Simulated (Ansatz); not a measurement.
Runs of Ansatz 0.2.0 on Te2Mo. Symmetry: Pm, No. 6, monoclinic system. Conventional cell: a = 6.346 Å, b = 3.494 Å, c = 14.866 Å, α = 90.00°, β = 92.12°, γ = 90.00°. Around Te (site symmetry m) lie 3 Mo at 2.82 to 2.84 Å. Te (site symmetry m) is surrounded by 3 Mo at 2.82 to 2.84 Å. Around Te (site symmetry m) lie 3 Mo at 2.70 to 2.71 Å. Around Te (site symmetry m) lie 3 Mo at 2.70 to 2.71 Å. Te (site symmetry m) is surrounded by 3 Mo at 2.70 to 2.71 Å. Te (site symmetry m) has 3 Mo at 2.70 to 2.71 Å as nearest neighbours. Te (site symmetry m) is surrounded by 3 Mo at 2.82 to 2.84 Å. Te (site symmetry m) has 3 Mo at 2.82 to 2.84 Å as nearest neighbours. The cell is a database's computed one.

```csv
task,level,cell,points for each segment of the path,gap on the mesh (eV),pressure (GPa),relaxed volume (Å³/atom),largest force (eV/Å)
band structure,revPBE,as given,10,none,(b),-,(a)
band structure,RPBE,as given,10,none,2.5,-,0.32
relaxation of cell and atoms,PBEsol,relaxed,-,none,0.0,24.73,0.01
relaxation of cell and atoms,RPBE,relaxed,-,none,0.0,34.98,-
```

Alike in all rows: potentials or basis Ansatz PAW; no spin polarisation; k mesh 4 × 8 × 2; cutoff (eV) 420; smearing fermi-dirac 0.05 eV.

**Question.** Estimate the missing entries.

**Answer.** (a) 0.28; (b) 2.0.

Caveats: the PAW data sets come from PBE, with cores solved anew for the run's functional, which leaves a small shift of forces and pressure; this functional lacks dispersion, which binds the layers, so the pressure and a relaxed spacing across them are unreliable (some runs); spin-orbit coupling is left out, which moves the levels of the heavy elements (some runs); the plane-wave basis is chosen anew once the cell has moved, so the energies of steps on either side of that aren't comparable (some runs); the volume moved by over 15 % at a fixed basis, so the end points are rough (some runs); this functional lacks dispersion, which binds the layers, so the pressure and a relaxed spacing across them are unreliable, and here the layers came unbound (some runs).

A k mesh can miss the band edges, and the runs leave out spin-orbit coupling on Mo, Te.

A gap of «none» marks a metal or a gap under the smearing width.
